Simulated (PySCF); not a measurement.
# C4H9NO (N,N-Dimethylacetamide): the cost of one run

Programs: PySCF 2.14.0, with density-fitted response routines of our own. Each step states its level of theory. These are calculated values for one molecule in the gas phase, unless marked as measured. Atoms count from 0, in the outputs and in this text.

## 1. The molecule as given

15 atoms, charge 0, multiplicity 1; geometry from: MMFF94s.

Bonds of the start (Å): C0–C1 1.51, C1–O2 1.23, C1–N3 1.39, N3–C4 1.46, N3–C5 1.45, C0–H6 1.09, C0–H7 1.09, C0–H8 1.09, C4–H9 1.09, C4–H10 1.09, C4–H11 1.09, C5–H12 1.09, C5–H13 1.09, C5–H14 1.09.

## 2. Geometry optimisation at PBE0-D3(BJ)/def2-SVP

Job settings and geometry (Å):

```
{"job": {"xc": "PBE0", "basis": "def2-SVP", "d3": "d3bj", "grid": 1, "kind": "geom"}, "charge": 0, "multiplicity": 1}
C      1.986092    -0.401808     0.055450
C      0.904144     0.646432    -0.006237
O      1.210427     1.838740    -0.045293
N     -0.411628     0.205778    -0.016143
C     -0.829783    -1.187448     0.028274
C     -1.482635     1.187764    -0.075089
H      1.893800    -0.985949     0.974865
H      2.965720     0.085922     0.056768
H      1.930132    -1.054074    -0.820040
H     -1.418080    -1.403778    -0.868547
H      0.007368    -1.884239     0.071654
H     -1.454150    -1.336110     0.914414
H     -1.107704     2.213732    -0.106446
H     -2.114902     1.071379     0.810241
H     -2.078800     1.003658    -0.973871
```

Started as:

```console
$ OMP_NUM_THREADS=1 python probes_run.py task.json out
```

This one command runs all jobs of the session in turn.

**Question.** How long does this first job take on 1 thread of Intel Xeon Platinum 8488C, shared host, and how much memory does it need?

About 69 s, with a peak of 0.51 GiB.
